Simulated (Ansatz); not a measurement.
GaAs: levels along high-symmetry lines

```xyz
2
Lattice="0.0000 2.8268 2.8268 2.8268 0.0000 2.8268 2.8268 2.8268 0.0000" Properties=species:S:1:pos:R:3 pbc="T T T"
Ga    0.0000    0.0000    0.0000
As    4.2403    4.2403    4.2403
```

Atoms are numbered in the order listed.

The cell is COD entry 9008845, as deposited and not checked against the literature; nothing was relaxed.

The calculation used DFT, PBE, all-electron LAPW, Dirac equation with spin-orbit coupling in Ansatz 0.2.0.

Numerical set-up: a Γ-centred 11×11×11 k mesh, Fermi–Dirac smearing of 0.05 eV, basis error target 0.5 meV/atom, no spin polarisation.

Points in fractions of the reciprocal vectors of this cell: Γ (0, 0, 0), X (-0.5, -0.5, 0), U (-0.375, -0.375, 0.25), K (-0.375, 0, 0.375), L (0, 0, 0.5), W (-0.5, -0.25, 0.25). The path runs Γ–X–U–K–Γ–L–W–X. Energies are in eV from the top of the valence band; (×n) counts levels within 4 meV of each other, which need not be degenerate by symmetry.

Question: Metal or insulator at this level of theory?

Answer: An insulator or semiconductor: gap 0.41 eV, direct at Γ.

Question: Tabulate bands 41 to 47, counted from the lowest band of the run, along the path.

Answer: 
```json
{"k (1/Å)": "0.00", "point": "Γ", "band 41": "0.00", "band 42": "0.00", "band 43": "0.00", "band 44": "0.00", "band 45": "0.41", "band 46": "0.41", "band 47": "3.51"}
{"k (1/Å)": "0.22", "point": "", "band 41": "-0.65", "band 42": "-0.65", "band 43": "-0.48", "band 44": "-0.48", "band 45": "1.91", "band 46": "1.91", "band 47": "3.16"}
{"k (1/Å)": "0.44", "point": "", "band 41": "-1.47", "band 42": "-1.47", "band 43": "-1.34", "band 44": "-1.34", "band 45": "2.21", "band 46": "2.21", "band 47": "3.19"}
{"k (1/Å)": "0.67", "point": "", "band 41": "-2.19", "band 42": "-2.19", "band 43": "-2.09", "band 44": "-2.09", "band 45": "1.61", "band 46": "1.61", "band 47": "2.83"}
{"k (1/Å)": "0.89", "point": "", "band 41": "-2.66", "band 42": "-2.66", "band 43": "-2.58", "band 44": "-2.58", "band 45": "1.32", "band 46": "1.32", "band 47": "2.01"}
{"k (1/Å)": "1.11", "point": "X", "band 41": "-2.83", "band 42": "-2.83", "band 43": "-2.74", "band 44": "-2.74", "band 45": "1.36", "band 46": "1.36", "band 47": "1.56"}
{"k (1/Å)": "1.19", "point": "", "band 41": "-2.92", "band 42": "-2.89", "band 43": "-2.76", "band 44": "-2.75", "band 45": "1.42", "band 46": "1.44", "band 47": "1.67"}
{"k (1/Å)": "1.27", "point": "", "band 41": "-3.17", "band 42": "-3.14", "band 43": "-2.72", "band 44": "-2.71", "band 45": "1.51", "band 46": "1.51", "band 47": "2.13"}
{"k (1/Å)": "1.35", "point": "", "band 41": "-3.49", "band 42": "-3.45", "band 43": "-2.63", "band 44": "-2.63", "band 45": "1.60", "band 46": "1.60", "band 47": "2.81"}
{"k (1/Å)": "1.43", "point": "", "band 41": "-3.78", "band 42": "-3.73", "band 43": "-2.51", "band 44": "-2.51", "band 45": "1.72", "band 46": "1.72", "band 47": "3.63"}
{"k (1/Å)": "1.50", "point": "U", "band 41": "-4.00", "band 42": "-3.94", "band 43": "-2.37", "band 44": "-2.36", "band 45": "1.86", "band 46": "1.86", "band 47": "4.50"}
{"k (1/Å)": "1.64", "point": "", "band 41": "-4.00", "band 42": "-3.94", "band 43": "-2.50", "band 44": "-2.48", "band 45": "2.33", "band 46": "2.34", "band 47": "4.93"}
{"k (1/Å)": "1.78", "point": "", "band 41": "-3.90", "band 42": "-3.83", "band 43": "-2.79", "band 44": "-2.76", "band 45": "3.34", "band 46": "3.39", "band 47": "4.79"}
{"k (1/Å)": "1.91", "point": "", "band 41": "-3.90", "band 42": "-3.83", "band 43": "-2.79", "band 44": "-2.76", "band 45": "3.34", "band 46": "3.39", "band 47": "4.79"}
{"k (1/Å)": "2.05", "point": "", "band 41": "-4.00", "band 42": "-3.94", "band 43": "-2.50", "band 44": "-2.48", "band 45": "2.33", "band 46": "2.34", "band 47": "4.93"}
{"k (1/Å)": "2.18", "point": "K", "band 41": "-4.00", "band 42": "-3.94", "band 43": "-2.37", "band 44": "-2.36", "band 45": "1.86", "band 46": "1.86", "band 47": "4.50"}
{"k (1/Å)": "2.42", "point": "", "band 41": "-3.98", "band 42": "-3.91", "band 43": "-1.78", "band 44": "-1.78", "band 45": "2.36", "band 46": "2.38", "band 47": "5.79"}
{"k (1/Å)": "2.66", "point": "", "band 41": "-3.17", "band 42": "-3.11", "band 43": "-1.10", "band 44": "-1.10", "band 45": "2.64", "band 46": "2.69", "band 47": "5.17"}
{"k (1/Å)": "2.89", "point": "", "band 41": "-1.94", "band 42": "-1.88", "band 43": "-0.53", "band 44": "-0.52", "band 45": "2.34", "band 46": "2.40", "band 47": "4.17"}
{"k (1/Å)": "3.13", "point": "", "band 41": "-0.72", "band 42": "-0.67", "band 43": "-0.19", "band 44": "-0.18", "band 45": "1.66", "band 46": "1.70", "band 47": "3.66"}
{"k (1/Å)": "3.36", "point": "Γ", "band 41": "0.00", "band 42": "0.00", "band 43": "0.00", "band 44": "0.00", "band 45": "0.41", "band 46": "0.41", "band 47": "3.51"}
{"k (1/Å)": "3.56", "point": "", "band 41": "-0.38", "band 42": "-0.38", "band 43": "-0.16", "band 44": "-0.16", "band 45": "1.37", "band 46": "1.37", "band 47": "3.78"}
{"k (1/Å)": "3.75", "point": "", "band 41": "-0.72", "band 42": "-0.72", "band 43": "-0.51", "band 44": "-0.50", "band 45": "1.48", "band 46": "1.48", "band 47": "4.26"}
{"k (1/Å)": "3.94", "point": "", "band 41": "-1.05", "band 42": "-1.05", "band 43": "-0.84", "band 44": "-0.84", "band 45": "1.20", "band 46": "1.20", "band 47": "4.53"}
{"k (1/Å)": "4.13", "point": "", "band 41": "-1.28", "band 42": "-1.28", "band 43": "-1.07", "band 44": "-1.07", "band 45": "0.98", "band 46": "0.98", "band 47": "4.53"}
{"k (1/Å)": "4.33", "point": "L", "band 41": "-1.35", "band 42": "-1.35", "band 43": "-1.15", "band 44": "-1.15", "band 45": "0.90", "band 46": "0.90", "band 47": "4.50"}
{"k (1/Å)": "4.48", "point": "", "band 41": "-1.94", "band 42": "-1.91", "band 43": "-1.38", "band 44": "-1.37", "band 45": "1.54", "band 46": "1.57", "band 47": "4.32"}
{"k (1/Å)": "4.64", "point": "", "band 41": "-2.95", "band 42": "-2.90", "band 43": "-1.78", "band 44": "-1.76", "band 45": "2.50", "band 46": "2.54", "band 47": "4.07"}
{"k (1/Å)": "4.80", "point": "", "band 41": "-3.67", "band 42": "-3.61", "band 43": "-2.36", "band 44": "-2.33", "band 45": "3.24", "band 46": "3.31", "band 47": "4.13"}
{"k (1/Å)": "4.95", "point": "", "band 41": "-3.87", "band 42": "-3.80", "band 43": "-3.00", "band 44": "-2.97", "band 45": "3.87", "band 46": "3.98", "band 47": "4.52"}
{"k (1/Å)": "5.11", "point": "W", "band 41": "-3.71", "band 42": "-3.59", "band 43": "-3.46", "band 44": "-3.42", "band 45": "4.40", "band 46": "4.59", "band 47": "4.61"}
{"k (1/Å)": "5.22", "point": "", "band 41": "-3.63", "band 42": "-3.52", "band 43": "-3.41", "band 44": "-3.37", "band 45": "3.78", "band 46": "3.83", "band 47": "3.90"}
{"k (1/Å)": "5.33", "point": "", "band 41": "-3.44", "band 42": "-3.33", "band 43": "-3.26", "band 44": "-3.22", "band 45": "2.85", "band 46": "2.89", "band 47": "3.02"}
{"k (1/Å)": "5.45", "point": "", "band 41": "-3.17", "band 42": "-3.09", "band 43": "-3.05", "band 44": "-3.02", "band 45": "2.08", "band 46": "2.11", "band 47": "2.26"}
{"k (1/Å)": "5.56", "point": "", "band 41": "-2.94", "band 42": "-2.89", "band 43": "-2.84", "band 44": "-2.82", "band 45": "1.55", "band 46": "1.57", "band 47": "1.74"}
{"k (1/Å)": "5.67", "point": "X", "band 41": "-2.83", "band 42": "-2.83", "band 43": "-2.74", "band 44": "-2.74", "band 45": "1.36", "band 46": "1.36", "band 47": "1.56"}
```
